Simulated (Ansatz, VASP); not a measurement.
## Two plane-wave programs on Zn

The input INCAR:

```
SYSTEM = Zn
  PREC = Accurate
  ENCUT = 520
  EDIFF = 1E-7
  ISMEAR = -1
  SIGMA = 0.05
  LREAL = .FALSE.
  LASPH = .TRUE.
  NELM = 80
  ALGO = Normal
  ISIF = 2
  LWAVE = .FALSE.
  LCHARG = .FALSE.
  GGA = PE
  NBANDS = 19
```

The input KPOINTS:

```
regular mesh
0
G
  11 11 6
  0 0 0
```

POSCAR

```
Zn
1.0
    2.6520799970      0.0000000000      0.0000000000
   -1.3260399985      2.2967686502      0.0000000000
    0.0000000000      0.0000000000      4.9326701367
Zn
2
Direct
    0.6666666667      0.3333333333      0.7500000000
    0.3333333333      0.6666666667      0.2500000000
```

input.yaml

```yaml
crystal:
  lattice:
    - [2.652079997, 0.0, 0.0]
    - [-1.3260399985, 2.2967686502, 0.0]
    - [0.0, 0.0, 4.9326701367]
  atoms:
    - { symbol: Zn, position: [0.6666666667, 0.3333333333, 0.75] }
    - { symbol: Zn, position: [0.3333333333, 0.6666666667, 0.25] }
hamiltonian:
  xc: pbe
  pseudopotentials: { kind: paw }
kpoints:
  mp_grid: { grid: [11, 11, 6] }
scf:
  occupations: { method: fermi_dirac, width: 0.05 }
output:
  forces: true
  stress: true
  eigenvalues: true
```

Change from the starting cell: volume scaled by 0.98.

Alike in both runs: task single point; functional PBE; k mesh 11 × 11 × 6; occupations fermi-dirac, width 0.05 eV; no spin polarisation.

|  | VASP | Ansatz |
| --- | --- | --- |
| version | VASP 6.6.1 | Ansatz 0.2.0 |
| potentials or method | VASP PAW PBE potentials, release 64 (Zn) | Ansatz PAW |
| plane-wave cutoff (eV) | 520 | 420 |
| valence electrons in the cell | 24 | 24 |

|  | VASP | Ansatz | Ansatz less VASP |
| --- | --- | --- | --- |
| gap on the k mesh at the Fermi level (eV) | none | none | - |
| pressure (GPa) | 1.2 | 0.8 | -0.35 |
| largest component of the traceless stress (GPa) | 1.14 | 1.01 | -0.135 |

A gap of «none» marks a metal or a gap that the smearing closes. With one functional, cell and mesh, what is left measures potentials, basis and numerics.
